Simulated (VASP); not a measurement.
Wanted: the native input for a VASP 6.6.1 run.

```
Task                   : single point
Functional             : PBE
Potentials or basis    : VASP PAW PBE potentials, release 64 (Pb_d, Se)
Cutoff                 : 520 eV
k mesh                 : 4 × 4 × 4
Occupations            : gaussian, width 0.1 eV
Spin                   : no spin polarisation
Dipole correction      : no
Further INCAR settings : ALGO = Normal; EDIFF = 1e-07; NBANDS = 28
```

The structure of PbSe lies in POSCAR:

```
PbSe
1.0
    0.0000000000     12.0007990000      3.1254420000
    3.1181510000      0.0000000000      3.1254420000
    3.1181510000     12.0007990000      0.0000000000
Pb Se
2 2
Direct
    0.1907300000      0.8052670000      0.1947330000
    0.8052670000      0.1907300000      0.8092700000
    0.6744230000      0.2955810000      0.7044190000
    0.2955810000      0.6744230000      0.3255770000
```

The cell comes from a database or a generator and needn't be the stable form of this composition.

These files were run (other wordings do the same):

INCAR

```
SYSTEM = PbSe
PREC = Accurate ; ENCUT = 520
EDIFF = 1E-7 ; ISMEAR = 0
SIGMA = 0.1 ; LREAL = .False.
LASPH = .True. ; NELM = 100
ALGO = Normal ; ISIF = 2
LWAVE = .False. ; LCHARG = .False.
GGA = PE ; NBANDS = 28
```

KPOINTS

```
regular mesh
0
Gamma
  4 4 4
  0 0 0
```

Potentials or basis: VASP PAW PBE potentials, release 64 (Pb_d, Se).

Launch:

```bash
$ cat potpaw_PBE.64/Pb_d/POTCAR potpaw_PBE.64/Se/POTCAR > POTCAR
$ mpirun -np 1 vasp_std > vasp.out
```

Results of the run:

The pressure is -0.1 GPa and the largest force is 0.068 eV/Å. The band gap on the k mesh is 1.68 eV, direct.

Caveat: spin-orbit coupling is left out, which as a rule narrows the gap of such compounds by several tenths of an eV.

Run time: 5.1 min on 1 thread of Intel(R) Xeon(R) Platinum 8488C (Sapphire Rapids) (shared host), peak memory 0.69 GiB.
